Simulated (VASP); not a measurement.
# KF (Carobbiite) (Fm-3m) in VASP: notebook, part 2 of 2

VASP 6.6.1.

## Step 5: Single point, PBEsol

Input file INCAR:

```
ADDGRID = F
ALGO = Normal
EDIFF = 1E-6
ENCUT = 460
GGA = PS
ISIF = 2
ISMEAR = 0
LASPH = T
LCHARG = F
LREAL = F
LWAVE = F
NBANDS = 15
NELM = 100
PREC = Accurate
SIGMA = 0.05
```

Input file KPOINTS:

```
k-points
0
Gamma
  6 6 6
```

Input file POSCAR:

```
KF
1.0
    0.0000000000      2.6718500000      2.6718500000
    2.6718500000      0.0000000000      2.6718500000
    2.6718500000      2.6718500000      0.0000000000
K F
1 1
Direct
    0.0000000000      0.0000000000      0.0000000000
    0.5000000000      0.5000000000      0.5000000000
```

Potentials or basis: VASP PAW PBE potentials, release 64 (K_sv, F).

Started as:

```bash
> cat potpaw_PBE.64/K_sv/POTCAR potpaw_PBE.64/F/POTCAR > POTCAR
> mpirun -np 1 vasp_std > vasp.out
```

OUTCAR:

```text
EDIFF = 1E-6
   ENCUT = 460
   GGA = PS
   ISIF = 2
   ISMEAR = 0
   LASPH = T
   LREAL = F
   NELM = 100
   PREC = Accurate

 Found     16 irreducible k-points:

 Following reciprocal coordinates:
            Coordinates               Weight
  0.000000  0.000000  0.000000      1.000000
  0.166667  0.000000  0.000000      8.000000
  0.333333  0.000000  0.000000      8.000000
  0.500000  0.000000  0.000000      4.000000
  0.166667  0.166667  0.000000      6.000000
  0.333333  0.166667  0.000000     24.000000
   k-points           NKPTS =     16   k-points in BZ     NKDIM =     16   number of bands    NBANDS=     15
   number of dos      NEDOS =    301   number of ions     NIONS =      2
   total plane-waves  NPLWV =  21952
   dimension x,y,z NGX =    28 NGY =   28 NGZ =   28
   dimension x,y,z NGXF=    56 NGYF=   56 NGZF=   56
   ions per type =               1   1
   NGX,Y,Z   is equivalent  to a cutoff of  12.32, 12.32, 12.32 a.u.
   NGXF,Y,Z  is equivalent  to a cutoff of  24.64, 24.64, 24.64 a.u.
 SYSTEM =  unknown system
   PREC   = accura    normal or accurate (medium, high low for compatibility)
   ISTART =      0    job   : 0-new  1-cont  2-samecut
   ICHARG =      2    charge: 1-file 2-atom 10-const
   ISPIN  =      1    spin polarized calculation?
   LNONCOLLINEAR =      F non collinear calculations
   LSORBIT =      F    spin-orbit coupling
   LASPH  =      T    aspherical Exc in radial PAW
   ENCUT  =  460.0 eV  33.81 Ry    5.81 a.u.   6.61  6.61  6.61*2*pi/ulx,y,z
   NELM   =    100;   NELMIN=  2; NELMDL= -5     # of ELM steps
   EDIFF  = 0.1E-05   stopping-criterion for ELM
   LREAL  =      F    real-space projection
   EDIFFG = 0.1E-04   stopping-criterion for IOM
   NSW    =      0    number of steps for IOM
   IBRION =     -1    ionic relax: 0-MD 1-quasi-New 2-CG
   NFREE  =      0    steps in history (QN), initial steepest desc. (CG)
   ISIF   =      2    stress and relaxation
   ISYM   =      2    0-nonsym 1-usesym 2-fastsym
   POTIM  = 0.5000    time-step for ionic-motion
   TEBEG  =    0.0;   TEEND  =   0.0 temperature during run
   PSTRESS=    0.0 pullay stress
   NELECT =      16.0000    total number of electrons
   NUPDOWN=      -1.0000    fix difference up-down
   EMIN   =  10.00;   EMAX   =-10.00  energy-range for DOS
   EFERMI =   0.00;   METHOD = LEGACY
   ISMEAR =     0;   SIGMA  =   0.05  broadening in eV -4-tet -1-fermi 0-gaus
   EFERMI_NEDOS =   21; number of points for ismear=-14 and -15
   IALGO  =     38    algorithm
   IMIX   =      4    mixing-type and parameters
     AMIX     =   0.40;   BMIX     =  1.00
     AMIX_MAG =   1.60;   BMIX_MAG =  1.00
  volume/ion in A,a.u.               =      19.07       128.72
  Fermi-wavevector in a.u.,A,eV,Ry     =   1.225442  2.315750 20.431978  1.501708
  Thomas-Fermi vector in A             =   2.360480
   LORBIT       =      0    0 simple, 1 ext, 2 COOP (PROOUT), +10 PAW based schemes
   GGA     = PS    functional components
   LHFCALC =     F    Hartree Fock is set to
   AEXX    =    0.0000 exact exchange contribution
   IVDW    =     0    specifies the selected vdW correction
   LEPSILON=     F    determine dielectric tensor
   LRPA    =     F    only Hartree local field effects (RPA)
 non-spin polarized calculation
 Gauss-broadening in eV      SIGMA  =   0.05
  energy-cutoff  :      460.00
  volume of cell :       38.15
 maximum number of plane-waves:       869
 NGX is ok and might be reduce to    28
   NGX = 13   NGY = 13   NGZ = 13

 number of electron      16.0000002 magnetization

 Free energy of the ion-electron system (eV)
  ---------------------------------------------------
  ext. energy  EPLUGINS =         0.00000000
  ---------------------------------------------------
  free energy    TOTEN  =        -8.52227150 eV

  energy without entropy =       -8.52227150  energy(sigma->0) =       -8.52227150

 E-fermi :  -2.5633     XC(G=0):  -8.6079

 val. band max:       -2.9120335773   @ k =   0.0000   0.0000   0.0000
 cond. band min:       3.1221969961   @ k =   0.0000   0.0000   0.0000
 fundamental gap:      6.0342305734
 Fermi energy:        -2.5633379130

 k-point     1 :       0.0000    0.0000    0.0000
  band No.  band energies     occupation
      1     -28.8731      2.00000
      2     -21.4366      2.00000
      3     -12.1842      2.00000
      4     -12.1842      2.00000
      5     -12.1842      2.00000
      6      -2.9120      2.00000
      7      -2.9120      2.00000
      8      -2.9120      2.00000
      9       3.1222      0.00000
     10       7.7272      0.00000
     11       7.7272      0.00000
     12       7.7272      0.00000
     13       9.4015      0.00000
     14       9.4015      0.00000
     15      13.8115      0.00000

 k-point     2 :       0.1667    0.0000    0.0000
  band No.  band energies     occupation
      1     -28.8488      2.00000
      2     -21.4589      2.00000
      3     -12.2555      2.00000
      4     -12.1936      2.00000
      5     -12.1936      2.00000
      6      -3.1510      2.00000
      7      -3.0037      2.00000
      8      -3.0037      2.00000
      9       3.8713      0.00000
     10       7.3234      0.00000
     11       8.0931      0.00000
     12       8.0931      0.00000
     13       9.6630      0.00000
     14       9.6630      0.00000
     15      15.0578      0.00000

 k-point     3 :       0.3333    0.0000    0.0000
  band No.  band energies     occupation
      1     -28.7996      2.00000
      2     -21.5034      2.00000
      3     -12.3960      2.00000
      4     -12.2122      2.00000
      5     -12.2122      2.00000
      6      -3.5500      2.00000
      7      -3.1807      2.00000
      8      -3.1807      2.00000
      9       5.4373      0.00000
     10       7.0767      0.00000
     11       8.8247      0.00000
     12       8.8247      0.00000
     13      10.5098      0.00000
     14      10.5098      0.00000
     15      14.8073      0.00000

 k-point     4 :       0.5000    0.0000    0.0000
  band No.  band energies     occupation
      1     -28.7747      2.00000
      2     -21.5272      2.00000
      3     -12.4651      2.00000
      4     -12.2214      2.00000
      5     -12.2214      2.00000
      6      -3.7238      2.00000
      7      -3.2668      2.00000
      8      -3.2668      2.00000
      9       6.0660      0.00000
     10       7.5535      0.00000
     11       9.1411      0.00000
     12       9.1411      0.00000
     13      11.4118      0.00000
     14      11.4118      0.00000
     15      13.2214      0.00000

 k-point     5 :       0.1667    0.1667    0.0000
  band No.  band energies     occupation
      1     -28.8414      2.00000
      2     -21.4601      2.00000
      3     -12.2384      2.00000
      4     -12.2384      2.00000
      5     -12.2311      2.00000
      6      -3.2807      2.00000
      7      -2.9418      2.00000
      8      -2.9418      2.00000
      9       4.0478      0.00000
     10       6.8284      0.00000
     11       8.4361      0.00000
     12       8.4361      0.00000
     13       9.6545      0.00000
     14       9.6802      0.00000
     15      15.4986      0.00000

 k-point     6 :       0.3333    0.1667    0.0000
  band No.  band energies     occupation
      1     -28.8019      2.00000
      2     -21.4842      2.00000
      3     -12.3835      2.00000
      4     -12.2752      2.00000
      5     -12.2682      2.00000
      6      -3.4515      2.00000
      7      -3.0851      2.00000
      8      -3.0381      2.00000
      9       5.2969      0.00000
     10       6.4393      0.00000
     11       8.9584      0.00000
     12       9.1522      0.00000
     13      10.1051      0.00000
     14      10.3373      0.00000
     15      15.3880      0.00000

 [... further k-points ...]

------------------------ aborting loop because EDIFF is reached ----------------------------------------

  FORCE on cell =-STRESS in cart. coord.  units (eV):
  Direction    XX          YY          ZZ          XY          YZ          ZX
  --------------------------------------------------------------------------------------
  -------------------------------------------------------------------------------------
  Total       -0.3511412     -0.3511412     -0.3511412      0.0000000      0.0000000     -0.0000000
  in kB      -14.7477627    -14.7477627    -14.7477627      0.0000000      0.0000000     -0.0000000
  external PRESSURE =     -14.7477627 kB  Pullay stress =       0.0000000 kB

 VOLUME and BASIS-vectors are now :
 -----------------------------------------------------------------------------
  energy-cutoff  :      460.00
  volume of cell :       38.15
      direct lattice vectors                 reciprocal lattice vectors
     0.000000000  2.671850000  2.671850000    -0.187136254  0.187136254  0.187136254
     2.671850000  0.000000000  2.671850000     0.187136254 -0.187136254  0.187136254
     2.671850000  2.671850000  0.000000000     0.187136254  0.187136254 -0.187136254

 POSITION                                       TOTAL-FORCE (eV/Angst)
 -----------------------------------------------------------------------------------
      0.00000      0.00000      0.00000         0.000000     -0.000000      0.000000
      2.67185      2.67185      2.67185         0.000000      0.000000     -0.000000
 -----------------------------------------------------------------------------------
    total drift:                                0.000000      0.000000      0.000000

  FREE ENERGIE OF THE ION-ELECTRON SYSTEM (eV)
  ---------------------------------------------------
  free  energy   TOTEN  =        -8.5222715007 eV

  energy  without entropy=       -8.5222715007  energy(sigma->0) =       -8.52227150
```

Run time: 9.5 s. Hardware: 1 thread of Intel Xeon Platinum 8488C (Sapphire Rapids), shared host; peak memory 0.15 GiB.

The run converged, but some of its settings lie outside the range that counts as converged, so its numbers aren't taken as properties of the crystal.

Results:

- Free energy: -8.5223 eV
- Pressure: -1.5 GPa
- Band gap on the k mesh: 6.03 eV, direct

Caveat: the cutoff is under 1.25 times the usual one of these potentials, so pressure, stress and relaxed cells hold a basis-set (Pulay) error; the PAW data sets were made with another functional, which shifts forces and pressure a little.

## Step 6: Single point, PBEsol

Changes to INCAR since step 5:

```diff
@@ -3,3 +3,3 @@
 EDIFF = 1E-6
-ENCUT = 460
+ENCUT = 520
 GGA = PS
```

KPOINTS is that of step 5.

POSCAR is that of step 5.

Potentials or basis: VASP PAW PBE potentials, release 64 (K_sv, F).

Started as:

```bash
> cat potpaw_PBE.64/K_sv/POTCAR potpaw_PBE.64/F/POTCAR > POTCAR
> mpirun -np 1 vasp_std > vasp.out
```

It took 8.7 s on 1 thread of Intel Xeon Platinum 8488C (Sapphire Rapids), shared host; peak memory 0.15 GiB.

The run converged, but some of its settings lie outside the range that counts as converged, so its numbers aren't taken as properties of the crystal.

Results:

* Free energy: -8.5195 eV
* Pressure: -0.6 GPa
* Band gap on the k mesh: 6.03 eV, direct

Caveat: the PAW data sets were made with another functional, which shifts forces and pressure a little.

## Step 7: The reference run

An earlier run on the cell as given: functional PBE; potentials or basis VASP PAW PBE potentials, release 64 (K_sv, F); cutoff 520 eV; k mesh 9 × 9 × 9; occupations fermi-dirac, width 0.05 eV; no spin polarisation.

* Pressure: 1.4 GPa
* Band gap on the k mesh: 6.17 eV, direct
